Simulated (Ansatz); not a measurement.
**Co: how the settings move a single-point run**

How sensitive is a single-point run of Co to its settings? A reference run comes first, then one run with altered input.

Program: Ansatz 0.2.0. Level of theory: reference: DFT, PBE, PAW with Ansatz's default frozen-core files, scalar-relativistic. These are calculated values, not measurements.

**1. The starting structure**

The structure is trigonal, space group P-3m1 (No. 164). The conventional cell has a = 2.487 Å, b = 2.487 Å, c = 4.063 Å, α = 90.00°, β = 90.00°, γ = 120.00°. Co (site symmetry 3m) is surrounded by 12 Co at 2.42 to 2.55 Å.

Coordinates:

```cif
data_structure
_symmetry_space_group_name_H-M 'P 1'
_symmetry_Int_Tables_number 1
_cell_length_a 2.4874
_cell_length_b 2.4874
_cell_length_c 4.0633
_cell_angle_alpha 90.000
_cell_angle_beta 90.000
_cell_angle_gamma 120.000
_cell_volume 21.77
loop_
_atom_site_label
_atom_site_type_symbol
_atom_site_fract_x
_atom_site_fract_y
_atom_site_fract_z
_atom_site_occupancy
Co1 Co 0.66667 0.33333 0.25986 1
Co2 Co 0.33333 0.66667 0.74014 1
```

**2. Reference**

The input, input.yaml:

```yaml
crystal:
  lattice:
    - [2.4873648738, 0.0, 0.0]
    - [-1.2436824369, 2.1541211692, 0.0]
    - [0.0, 0.0, 4.0632895034]
  atoms:
    - { symbol: Co, position: [0.6666666667, 0.3333333333, 0.259861], spin: 2.0 }
    - { symbol: Co, position: [0.3333333333, 0.6666666667, 0.740139], spin: -2.0 }
magnetization:
  spin_polarized: true
kpoints:
  mp_grid: { grid: [15, 15, 8] }
scf:
  occupations: { method: fermi_dirac, width: 0.08 }
  lower_state_search: "off"
hamiltonian:
  xc: pbe
  pseudopotentials: { kind: paw }
output:
  forces: true
  stress: true
  eigenvalues: true
  populations: true
  write_density: true
  write_potential: true
  elf: true
  volumetric_format: npy
```

On the command line:

```console
> ansatz run input.yaml --threads 1 --pin off --max-ram 3072MiB --backend cpu --events-out ev --progress --plain --runs-dir out
```

**3. Changed: hubbard.sites [{species: Co, l: d, u_eff: 5.0}], hubbard.double_counting fll**

Changes to input.yaml since step 2:

```diff
@@ -18,2 +18,3 @@
   pseudopotentials: { kind: paw }
+  hubbard: { sites: [{ species: Co, l: d, u_eff: 5.0 }], double_counting: fll }
 output:
@@ -23,5 +24 @@
   populations: true
-  write_density: true
-  write_potential: true
-  elf: true
-  volumetric_format: npy
```

What does the calculation give? Wanted: for each run, ending; energy change; pressure; abs. moment; force.

As calculated:

| run | ending | energy change | pressure (GPa) | abs. moment (μB) | force (eV/Å) | cycles | time |
| --- | --- | --- | --- | --- | --- | --- | --- |
| reference | converged | 0 | -6.4 | 1.82 | 0.62 | 29 | 48 s |
| 1: hubbard.sites [{species: Co, l: d, u_eff: 5.0}], hubbard.double_counting fll | converged | +2.92 eV/atom (U changed: no physical gain or loss) | 45.0 | 3.75 | 1.26 | 40 | 65 s |

Times don't compare one to one where runs were asked for different outputs or read a saved state (see the inputs); cycles may leave out searches for a lower state.

Residual by cycle in the longest SCF loop of each run; runs are numbered as in the table. The quantity is the density residual dr2, in eV.

```
cycle  reference    run 1
    1      0.398    0.113
    5    0.00194  0.00455
    8     1.6e-5  0.00613
   12       0.23    0.111
   15    0.00219   0.0559
   19     1.4e-4   0.0103
   22     6.9e-4   0.0205
   26     3.1e-7  0.00114
   29     9.9e-8   1.7e-4
   33          -   3.4e-5
   36          -   3.3e-7
   40          -   1.4e-8
```

Changing the Hubbard U moves the energy by +2.92 eV/atom, and the pressure goes from -6.4 to 45.0 GPa, the absolute moment goes from 1.82 to 3.75 μB and the largest force goes from 0.62 to 1.26 eV/Å. The U term adds an energy of its own, so the shift says nothing about which run is better. U shifts the shell's levels, filled ones down and empty ones up and enlarges the moments. A changed U is a change of model: its shifts are not errors of convergence.
